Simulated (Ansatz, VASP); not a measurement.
## Two plane-wave programs on BaTe

```
Ba Te
1.0
     0.00000    4.09499    3.49983
     4.09499    0.00000    3.49983
     4.09499    4.09499    0.00000
Ba Te
1 1
Direct
  0.00000 0.00000 0.00000
  0.25000 0.25000 0.25000
```

Change from the starting cell: epitaxial_xy strain +4.6%.

Alike in both runs: task single point; functional PBE; k mesh 6 × 6 × 6; occupations fermi-dirac, width 0.02 eV; no spin polarisation.

|  | VASP | Ansatz |
| --- | --- | --- |
| version | VASP 6.6.1 | Ansatz 0.2.0 |
| potentials or method | VASP PAW PBE potentials, release 64 (Ba_sv, Te) | plane waves, PAW |
| plane-wave cutoff (eV) | 520 | 420 |
| valence electrons in the cell | 16 | 26 |

|  | VASP | Ansatz | Ansatz less VASP |
| --- | --- | --- | --- |
| gap on the k mesh at the Fermi level (eV) | 2.46 | 2.45 | -0.002 |
| pressure (GPa) | 0.3 | 0.1 | -0.21 |
| largest component of the traceless stress (GPa) | 0.08 | 0.04 | -0.031 |

The functional is the same, so the differences come from potentials, cutoffs and numerics. The two sets of potentials don't hold the same shells in valence.

Caveats: spin-orbit coupling is left out, which moves the levels of the heavy elements. A k mesh can miss the band edges.
